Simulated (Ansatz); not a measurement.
## Moving the functional in Cd

The structure is hexagonal, space group P6_3/mmc (No. 194). The conventional cell has a = 3.093 Å, b = 3.093 Å, c = 10.431 Å, α = 90.00°, β = 90.00°, γ = 120.00°. Cd (site symmetry -6m2) has 12 Cd at 3.09 to 3.16 Å as nearest neighbours. Around Cd (site symmetry -3m) lie 12 Cd at 3.09 to 3.16 Å.

Kept alike: task band structure; k mesh 10 × 10 × 3; occupations fermi-dirac, width 0.05 eV; no spin polarisation. Program: Ansatz, all-electron LAPW, scalar-relativistic. The mesh is that of the run's cell of 4 atoms. No spin-orbit coupling.

| run | pressure (GPa) |
| --- | --- |
| A | -1.69 |
| B | -4.41 |
| C | 2.69 |

Pressure is positive in compression. For a metal such a mesh leaves the last digits unconverged.

Task: The runs differ in the functional alone: LDA; PBE; PBEsol. Which run is which?

Result: Run A is PBEsol; run B is LDA; run C is PBE. The pressure runs from -4.41 (LDA) to 2.69 GPa (PBE). From PBE: LDA -7.10; PBEsol -4.38. A positive pressure means that the functional's own cell is larger than the one given, a negative one that it is smaller.
